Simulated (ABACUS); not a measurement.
The system is BN.

```
N B
1.0
     2.56397    0.00000    0.00000
     1.28199    2.22046    0.00000
     1.28199    0.74015    2.09347
N B
1 1
Cartesian
  1.2820 0.7402 0.5234
  0.0000 0.0000 0.0000
```

The cell is a database's computed one.

| Quantity | Value |
| --- | --- |
| Program | ABACUS 3.10.1 |
| Task | relaxation of cell and atoms |
| Functional | HLE16 |
| Potentials or basis | Ansatz NC PBE |
| Cutoff | 1252 eV |
| Density cutoff | 5007 eV |
| Basis | plane waves |
| k mesh | 10 × 10 × 10 |
| Occupations | fermi-dirac, width 0.05 eV |
| Spin | no spin polarisation |

At the start: pressure -82.2 GPa; volume 5.96 Å³/atom.

Where does the relaxation end?

Over 30 steps the energy falls by 355.0 meV/atom and the volume is 4.79 Å³/atom (-19.6 %); space group F-43m (No. 216, to 0.05 Å).

The path:
```csv
step,energy change (eV),largest force (eV/Å),pressure (GPa),volume (Å³)
1,0.0000,0.0000,-82.24,11.92
2,0.8132,0.0000,258.29,7.24
3,-0.7060,0.0000,-8.54,9.73
4,-0.7098,0.0000,-2.05,9.62
5,-0.7098,0.0000,-1.93,9.62
6,-0.7099,0.0000,-1.65,9.61
7,-0.7099,0.0000,-1.66,9.61
8,-0.7099,0.0000,-1.66,9.61
9,-0.7099,0.0000,-1.65,9.61
10,-0.7099,0.0000,-1.64,9.61
11,-0.7099,0.0000,-1.64,9.61
12,-0.7099,0.0000,-1.58,9.61
13,-0.7099,0.0000,-1.57,9.61
14,-0.7099,0.0000,-1.57,9.61
15,-0.7099,0.0000,-1.52,9.61
16,-0.7099,0.0000,-1.45,9.61
17,-0.7099,0.0000,-1.42,9.61
18,-0.7099,0.0000,-1.35,9.61
19,-0.7099,0.0000,-1.31,9.60
20,-0.7100,0.0000,-1.17,9.60
21,-0.7100,0.0000,-1.10,9.60
22,-0.7100,0.0000,-0.92,9.60
23,-0.7100,0.0000,-0.88,9.60
24,-0.7100,0.0000,-0.68,9.59
25,-0.7100,0.0000,-0.59,9.59
26,-0.7100,0.0000,-0.34,9.59
27,-0.7100,0.0000,-0.29,9.59
28,-0.7100,0.0000,-0.17,9.58
29,-0.7100,0.0000,-0.13,9.58
30,-0.7100,0.0000,0.01,9.58
```

Final structure:
```
N B
1.0
     2.38408    0.00000    0.00000
     1.19204    2.06467    0.00000
     1.19204    0.68822    1.94659
N B
1 1
Direct
  0.25000 0.25000 0.25000
  0.00000 0.00000 0.00000
```

Caveat: the volume moved by over 15 % at a fixed basis, so the end points are rough; the potentials were made for a functional far from this one; the potentials were made for another functional, which shifts forces and pressure.
